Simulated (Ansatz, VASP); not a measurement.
# SnSe: VASP beside Ansatz

Wanted: the spread between two codes on one cell, functional and k mesh. The cell is taken from a series of VASP runs on this material, whose earlier steps may have relaxed, scaled or displaced it; both programs get it as it stands.

Calculated with Ansatz 0.2.0; plane waves, with VASP 6.6.1 beside it; elastic constants at LDA.

## Step 1: The starting structure

It takes space group Fm-3m (No. 225, cubic). Conventional cell: a = 5.884 Å, b = 5.884 Å, c = 5.884 Å, α = 90.00°, β = 90.00°, γ = 90.00°. Nearest to Sn lie 6 Se at 2.94 Å. Se has 6 Sn at 2.94 Å nearest. Farther neighbours and most contacts between anions are not listed.

## Step 2: Ansatz: elastic constants, LDA

Ansatz runs on its default PAW (the set named soft_2) files.

Elastic constants are differences of stresses under small strains, so they test the stress and the mesh.

Contents of input.yaml:

```yaml
crystal:
  lattice:
    - [0.0, 2.9420910559, 2.9420910559]
    - [2.9420910559, 0.0, 2.9420910559]
    - [2.9420910559, 2.9420910559, 0.0]
  atoms:
    - { symbol: Sn, position: [0.0, 0.0, 0.0] }
    - { symbol: Se, position: [0.5, 0.5, 0.5] }
hamiltonian:
  xc: lda
  pseudopotentials: { kind: paw }
kpoints:
  mp_grid: { grid: [8, 8, 8] }
scf:
  occupations: { method: gaussian, width: 0.03 }
elastic:
  mode: relaxed_ion
  stencil: two_point
output:
  forces: true
  stress: true
```

Run with:

```sh
ansatz run input.yaml --threads 4 --pin off --max-ram 9216MiB --backend cpu --events-out ev --progress --plain --runs-dir out
```

Numbers of over 12 decimals in the logs are rounded to 6 here.

Output:

```text
Engine: ansatz 0.2.0, aarch64-unknown-linux-gnu
Pseudopotentials: kind: paw
Pseudopotential: Sn, paw, valence charge 14, recommended cutoff 420 eV (normal), Sn.paw.azcp
Pseudopotential: Se, paw, valence charge 16, recommended cutoff 420 eV (normal), Se.paw.azcp
Functional definition: SPW92
  exchange = slater_x
  correlation = pw_c
Crystal: 2 atoms, lattice volume = 50.933 Å³
Basis set: ecut = 420 eV, 965 PW (Γ)
Bands: 19, of which v1, the nominal top of the filled ones, is band 15 counted from 1 (14 counted from 0)
Symmetry: 48 space group operations
Space group: Fm-3m (ITA 225), of the structure as read, at distance tolerance 3.7e-5 Å
k-points: 29 of 512
Non-local potential: Sn, projectors of the file, l = 0: 2, l = 1: 2, l = 2: 2, l = 3: 2
Non-local potential: Se, projectors of the file, l = 0: 2, l = 1: 2, l = 2: 3, l = 3: 1
PAW form: soft (Blöchl's): semilocal exchange-correlation on the pseudo side does not see the compensation charge
PAW frozen core: Sn, regenerated for the run's functional, and the local potential with it (the file was generated under x = pbe(κ = 0.804, μ = 0.219515), c = pbe(β = 0.066725))
PAW frozen core: Se, regenerated for the run's functional, and the local potential with it (the file was generated under x = pbe(κ = 0.804, μ = 0.219515), c = pbe(β = 0.066725))
PAW one-centre angular grid: Sn, 590 points (default); XC on 64 Gauss nodes
PAW one-centre angular grid: Se, 590 points (default); XC on 64 Gauss nodes
Initial density: superposition of atomic densities (neutral atoms: chi_scale 0, normalization atom), corrected by the library's trained network
Initial wavefunctions: pseudopotential atomic-orbital guess
Functional: x = slater, c = lda
SCF iter   1: F=—  HF=-11263.664281 eV  |F-HF|=—  |Δ(HF+E_count)|=         —  Δρ=5.38e-3  dr2=7.73e-3  ethr=1.77e-3  ⟨swp⟩=6.0  Hψ=2678  notcnv=0
preconditioner: auto → none  [insulator: Δε(μ)=0.762 eV  Ē_g=17.491 eV  σ=0.030 eV  W_gap=1.00  n_scr=14 (ndim 8)  ℏωp=23.3 eV  f_vac=0.008  D(μ)=0.00/eV (n_scr^D=0)  ε∞_Penn≈2.8]
SCF iter   2: F=—  HF=-11263.659647 eV  |F-HF|=—  |Δ(HF+E_count)|=   4.63e-3  Δρ=2.06e-3  dr2=1.49e-3  ethr=2.58e-5  ⟨swp⟩=2.0  Hψ=1188  notcnv=0
SCF iter   3: F=—  HF=-11263.659134 eV  |F-HF|=—  |Δ(HF+E_count)|=   5.13e-4  Δρ=3.68e-4  dr2=7.45e-5  ethr=4.97e-6  ⟨swp⟩=2.1  Hψ=973  notcnv=0
SCF iter   4: F=—  HF=-11263.659112 eV  |F-HF|=—  |Δ(HF+E_count)|=   2.16e-5  Δρ=5.08e-5  dr2=1.85e-6  ethr=2.48e-7  ⟨swp⟩=2.0  Hψ=978  notcnv=0
SCF iter   5: F=—  HF=-11263.659108 eV  |F-HF|=—  |Δ(HF+E_count)|=   4.76e-6  Δρ=1.90e-5  dr2=6.12e-8  ethr=6.17e-9  ⟨swp⟩=2.0  Hψ=986  notcnv=0
SCF iter   6: F=—  HF=-11263.659108 eV  |F-HF|=—  |Δ(HF+E_count)|=   4.44e-8  Δρ=3.70e-6  dr2=2.82e-9  ethr=2.04e-10  ⟨swp⟩=2.0  Hψ=696  notcnv=0
SCF iter   7: F=—  HF=-11263.659108 eV  |F-HF|=—  |Δ(HF+E_count)|=   1.30e-9  Δρ=7.31e-7  dr2=2.36e-10  ethr=9.39e-12  ⟨swp⟩=2.0  Hψ=986  notcnv=0
SCF iter   8: F=—  HF=-11263.659108 eV  |F-HF|=—  |Δ(HF+E_count)|=  2.62e-10  Δρ=1.31e-7  dr2=7.25e-12  ethr=7.85e-13 (applied; sched 1.00e-12)  ⟨swp⟩=2.0  Hψ=986  notcnv=0
SCF iter   9: F=—  HF=-11263.659108 eV  |F-HF|=—  |Δ(HF+E_count)|=  1.09e-11  Δρ=1.67e-8  dr2=1.08e-13  ethr=2.42e-14 (applied; sched 1.00e-12)  ⟨swp⟩=2.0  Hψ=986  notcnv=0
SCF iter  10: F=-11263.659108 eV  HF=-11263.659108 eV  |F-HF|=0.00e0  |Δ(HF+E_count)|=    0.00e0  Δρ=6.87e-10  dr2=1.58e-16  ethr=1.00e-12  ⟨swp⟩=4.1  Hψ=1957  notcnv=0
SCF 1 converged in 10 iterations: F = -11263.659108 eV  dr2 = 1.58e-16
  greatest PAW one-centre occupation: 1.000 electrons in one spin orbital (limit 2), on the Se atom at site 1 (counted from 0), in its partial waves of l = 2
Crystal: 2 atoms, lattice volume = 50.831 Å³
Symmetry: 16 space group operations
k-points: 59 of 512
Initial density: handed on by an earlier stage of this run
Initial wavefunctions: those handed on with the density
[...]
preconditioner: auto → none  [insulator: Δε(μ)=0.765 eV  Ē_g=17.538 eV  σ=0.030 eV  W_gap=1.00  n_scr=14 (ndim 8)  ℏωp=23.3 eV  f_vac=0.007  D(μ)=0.00/eV (n_scr^D=0)  ε∞_Penn≈2.8]
[...]
SCF 2 converged in 7 iterations: F = -11263.658832 eV  dr2 = 4.90e-14
Crystal: 2 atoms, lattice volume = 51.035 Å³
[...]
preconditioner: auto → none  [insulator: Δε(μ)=0.770 eV  Ē_g=17.522 eV  σ=0.030 eV  W_gap=1.00  n_scr=14 (ndim 8)  ℏωp=23.2 eV  f_vac=0.007  D(μ)=0.00/eV (n_scr^D=0)  ε∞_Penn≈2.8]
[...]
SCF 3 converged in 5 iterations: F = -11263.659173 eV  dr2 = 3.61e-14
Symmetry: 8 space group operations
k-points: 95 of 512
[...]
preconditioner: auto → none  [insulator: Δε(μ)=0.757 eV  Ē_g=17.529 eV  σ=0.030 eV  W_gap=1.00  n_scr=14 (ndim 8)  ℏωp=23.3 eV  f_vac=0.007  D(μ)=0.00/eV (n_scr^D=0)  ε∞_Penn≈2.8]
[...]
SCF iter   4: F=—  HF=-11263.659093 eV  |F-HF|=—  |Δ(HF+E_count)|=   4.70e-9  Δρ=2.26e-7  dr2=1.73e-11  ethr=6.64e-13 (applied; sched 1.00e-12)  ⟨swp⟩=2.5  Hψ=3358  notcnv=0
SCF iter   5: F=—  HF=-11263.659093 eV  |F-HF|=—  |Δ(HF+E_count)|=    0.00e0  Δρ=3.40e-8  dr2=6.07e-13  ethr=5.76e-14 (applied; sched 1.00e-12)  ⟨swp⟩=2.0  Hψ=3230  notcnv=0
SCF iter   6: F=—  HF=-11263.659093 eV  |F-HF|=—  |Δ(HF+E_count)|=    0.00e0  Δρ=1.49e-8  dr2=1.35e-13  ethr=1.00e-12  ⟨swp⟩=4.9  Hψ=6688  notcnv=0
SCF iter   7: F=-11263.659093 eV  HF=-11263.659093 eV  |F-HF|=3.64e-12  |Δ(HF+E_count)|=    0.00e0  Δρ=1.95e-9  dr2=8.51e-16  ethr=1.00e-12  ⟨swp⟩=4.0  Hψ=5623  notcnv=0
SCF 4 converged in 7 iterations: F = -11263.659093 eV  dr2 = 8.51e-16
iter 1 solved again at ethr=1.29e-9 eV; its pass at ethr=3.10e-3 eV (dr2=3.88e-7 eV) is discarded
SCF iter   1: F=—  HF=-11263.659076 eV  |F-HF|=—  |Δ(HF+E_count)|=         —  Δρ=1.93e-4  dr2=3.88e-7  ethr=1.29e-9  ⟨swp⟩=1.5  Hψ=8924  notcnv=0
SCF iter   2: F=—  HF=-11263.659089 eV  |F-HF|=—  |Δ(HF+E_count)|=   1.28e-5  Δρ=9.63e-5  dr2=9.70e-8  ethr=1.29e-9  ⟨swp⟩=1.0  Hψ=1805  notcnv=0
SCF iter   3: F=—  HF=-11263.659093 eV  |F-HF|=—  |Δ(HF+E_count)|=   4.26e-6  Δρ=8.73e-8  dr2=4.94e-12  ethr=3.23e-10  ⟨swp⟩=1.0  Hψ=1805  notcnv=0
SCF iter   4: F=—  HF=-11263.659093 eV  |F-HF|=—  |Δ(HF+E_count)|=  1.46e-11  Δρ=1.50e-8  dr2=8.20e-14  ethr=1.00e-12  ⟨swp⟩=5.5  Hψ=7804  notcnv=0
SCF iter   5: F=-11263.659093 eV  HF=-11263.659093 eV  |F-HF|=1.82e-12  |Δ(HF+E_count)|=  1.82e-12  Δρ=3.95e-9  dr2=3.90e-15  ethr=1.00e-12  ⟨swp⟩=4.0  Hψ=6454  notcnv=0
SCF 5 converged in 5 iterations: F = -11263.659093 eV  dr2 = 3.90e-15
SCF converged after 10 iterations
Free energy (F): -11263.659108 eV
Harris-Foulkes:  -11263.659108 eV  (|F-HF|=0.00e0)
Internal energy: -11263.659108 eV  (E = F + TS)
E sigma→0 (E₀):  -11263.659108 eV
Fermi energy:    10.022047 eV
--- Per-component energies (eV) ---
  E_band       = -460.288812
  E_kinetic    = 306.526728
  E_local      = -3224.892124  (includes V_loc(G=0)·N_el)
  E_nonlocal   = -617.490473
  E_hartree    = 1705.180951
  E_xc         = -484.193806
  E_vxc        = -198.783003  (∫ρ·V_xc dr)
  E_paw        = -5818.360491  (= ΣΔE_a)
  E_vpaw       = -136.011252  (= ΣTr[D̂ρ^β])
  E_aug_tail   = -0.000591  (compensation charges beyond the density's cutoff)
  E_ewald      = -3133.071562
  E_core_change = 2.642261  (= ΣΔE_core)
  E_smearing   = -0.000000  (= −TS)
  E_closure    = 0.000000  (closes the sum)
  Σ components = -11263.659108   (vs F -11263.659108, Δ=0.00e0)
--- Forces (eV/Å), atoms counted from 1 ---
  atom   1  Sn    -0.00000000     0.00000000     0.00000000
  atom   2  Se    -0.00000000     0.00000000     0.00000000
  max |Σ_I F_I| component: 3.73e-30 eV/Å
--- Stress (GPa, compression-positive) ---
        0.268090       0.000000       0.000000
        0.000000       0.268090      -0.000000
        0.000000      -0.000000       0.268090
  P = ⅓ Tr σ = 0.2681 GPa (2.681 kbar)
--- Band table (eV; the first three rows and the last of 29) ---
  k-point 0: bands = [... 11 lower, 4.7667, 7.4085, 7.4085, 7.4085, 14.2460, 14.2460, 14.2460, 15.5776]
  k-point 1: bands = [... 11 lower, 4.0572, 7.4300, 7.4300, 7.9683, 13.2965, 13.4379, 13.4379, 15.5576]
  k-point 2: bands = [... 11 lower, 2.8039, 7.5039, 7.5039, 8.7895, 11.9693, 12.1981, 12.1981, 15.8704]
  k-point 28: bands = [... 11 lower, 2.5585, 4.6482, 4.6482, 8.9791, 11.2359, 14.6136, 14.6136, 17.1941]
--- Elastic constants: 2 strain directions × 2 members + reference (group order 48) ---
  dense FFT box of the reference and of every strained cell: 30×30×30
  strains applied: 11, 23; error gains: componentwise 1.00 (the most a stress slope's error grows in a printed constant), spectral 1.73 (1 for all six strains in a standard setting)
  C = ∂σ_k/∂η_j (tension-positive GPa; Voigt order 11 22 33 23 13 12):
       159.887     12.274     12.274     -0.000     -0.000      0.000
        12.274    159.887     12.274      0.000      0.000      0.000
        12.274     12.274    159.887      0.000      0.000      0.000
         0.000     -0.000     -0.000     19.397      0.000     -0.000
        -0.000      0.000     -0.000     -0.000     19.397      0.000
         0.000     -0.000      0.000     -0.000      0.000     19.397
  reference stress σ⁰ (GPa):     -0.268     -0.268     -0.268      0.000     -0.000     -0.000
  C* (energy form; C + prestress term) asymmetry max|C*_kj − C*_jk| = 5.329e-15 GPa — a small one proves nothing (zero by symmetry where the batch's group is 432, −43m or m−3m); a large one is finite-difference/SCF noise where every solve meets its electron count
  moduli (Voigt/Reuss/Hill, GPa): K = 61.48/61.48/61.48   G = 41.16/27.51/34.33   E = 86.84   ν = 0.265
  mechanically stable: yes (min eigenvalue of sym C = 19.40 GPa)
  strain η (Voigt 11):  stress-route row diagonal C_11 = 159.89 GPa, energy-path curvature d²(F+E_count+ΔE)/dδ²/Ω₀ = 160.45 GPa
         δ    σ_11 (GPa)             F (eV)   n_scf  n_hpsi   n_pw
    -2.000e-3      -0.5917      -11263.6588321       7   20293   1006   relax 0 steps, max|allowed force component| 6.39e-29 eV/Å
     2.000e-3       0.0478      -11263.6591735       5   18195   1012   relax 0 steps, max|allowed force component| 9.86e-30 eV/Å
  strain η (Voigt 23):  stress-route row diagonal C_44 = 19.40 GPa, energy-path curvature d²(F+E_count+ΔE)/dδ²/Ω₀ = 20.16 GPa
         δ    σ_23 (GPa)             F (eV)   n_scf  n_hpsi   n_pw
    -2.000e-3      -0.0388      -11263.6590931       7   35834   1010   relax 0 steps, max|allowed force component| 1.46e-29 eV/Å
     2.000e-3       0.0388      -11263.6590931       5   28736   1010   relax 0 steps, max|allowed force component| 0.00e0 eV/Å
```

Elapsed: 4.8 s, on 4 threads of Arm Neoverse V1, shared host; peak memory 0.41 GiB.

In the SCF lines HF is the Harris–Foulkes energy and dr2 the Hartree energy of the density residual, in eV; the loop may stop once dr2 is under the threshold and the program's other checks hold. Hψ counts applications of the Hamiltonian.

The run ends at a pressure of 0.27 GPa.

(Continued in part 2 of 2.)

[Lines on the potential files, build, host, timing and source positions are cut from VASP's logs without a mark.]

[Logs are printed without paths, hosts, clocks, repeated set-up lines and the standing remarks that a program may print on its own settings, such as how far it seeks lower states.]

[Hosts, paths, dates, database ids (printed as entryN), source tags and the programs' standing remarks are cut or masked in the printed files.]
